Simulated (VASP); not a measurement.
VASP 6.6.1 run: HfO2

INCAR

```
LDAUJ = 0 0
LDAUU = 3.0 0
LDAUL = 2 -1
EDIFF = 1E-7
LDAUTYPE = 2
ENCUT = 520
ISIF = 2
PREC = Accurate
SIGMA = 0.01
LMAXMIX = 4
LASPH = .TRUE.
NELM = 75
LREAL = .FALSE.
IBRION = -1
LWAVE = .FALSE.
LCHARG = .FALSE.
NBANDS = 18
LDAU = .TRUE.
GGA = PS
NSW = 0
ISMEAR = 0
```

KPOINTS

```
KPOINTS created by Atomic Simulation Environment
0
Gamma
8 8 8
0 0 0
```

POSCAR

```
Hf O
 1.0000000000000000
     0.0000000000000000    2.5291823192270231    2.5291823192270231
     2.5291823192270231    0.0000000000000000    2.5291823192270231
     2.5291823192270231    2.5291823192270231   -0.0000000000000000
 Hf  O
   1   2
Cartesian
  0.0000000000000000 -0.0000000000000000  0.0000000000000000
  1.2645911596135113  1.2645911596135113  1.2645911596135113
  3.7937734788405346  3.7937734788405346  3.7937734788405346
```

The recommended PBE PAW datasets give the neutral cell 22 valence electrons.

Command

```
mpirun -np 1 vasp_std
```

Question: How does this run end, and what does it give?

Answer: It converged. Results: gap between bands v and c on the k mesh 4.04 eV; least direct gap on the k mesh 4.04 eV; pressure 2.9 GPa. Band v is the last that the valence electrons fill when counted band by band, and c is the next.

OSZICAR

```
N       E                     dE             d eps       ncg     rms          rms(c)
DAV:   1     0.863881232824E+02    0.86388E+02   -0.12625E+04  1044   0.121E+03
DAV:   2    -0.317480514215E+02   -0.11814E+03   -0.11432E+03  1312   0.284E+02
DAV:   3    -0.355771400595E+02   -0.38291E+01   -0.38166E+01  1226   0.447E+01
DAV:   4    -0.355983727945E+02   -0.21233E-01   -0.21228E-01  1270   0.374E+00
DAV:   5    -0.355985031331E+02   -0.13034E-03   -0.13034E-03  1176   0.274E-01    0.502E+01
DAV:   6    -0.300854268717E+02    0.55131E+01   -0.18538E+01  1070   0.314E+01    0.436E+01
DAV:   7    -0.299529693870E+02    0.13246E+00   -0.66980E-01  1268   0.668E+00    0.303E+01
DAV:   8    -0.299249882819E+02    0.27981E-01   -0.33735E-01  1176   0.516E+00    0.950E+00
DAV:   9    -0.299002050424E+02    0.24783E-01   -0.80558E-02  1162   0.233E+00    0.288E+00
DAV:  10    -0.299000142078E+02    0.19083E-03   -0.36946E-03  1216   0.465E-01    0.173E-01
DAV:  11    -0.299000375665E+02   -0.23359E-04   -0.15453E-04  1184   0.108E-01    0.208E-01
DAV:  12    -0.299000365816E+02    0.98498E-06   -0.21077E-05  1196   0.326E-02    0.223E-02
DAV:  13    -0.299000369892E+02   -0.40769E-06   -0.74389E-07  1264   0.725E-03    0.992E-03
DAV:  14    -0.299000371367E+02   -0.14747E-06   -0.55871E-08   906   0.188E-03    0.413E-03
DAV:  15    -0.299000371102E+02    0.26511E-07   -0.68999E-09   658   0.663E-04
   1 F= -.29900037E+02 E0= -.29900037E+02  d E =-.137552E-36
```

For comparison, a separate PBEsol run of the intended cell, on usual settings and not on those above, gives a gap of 3.69 eV on its mesh and a pressure of -5.9 GPa.
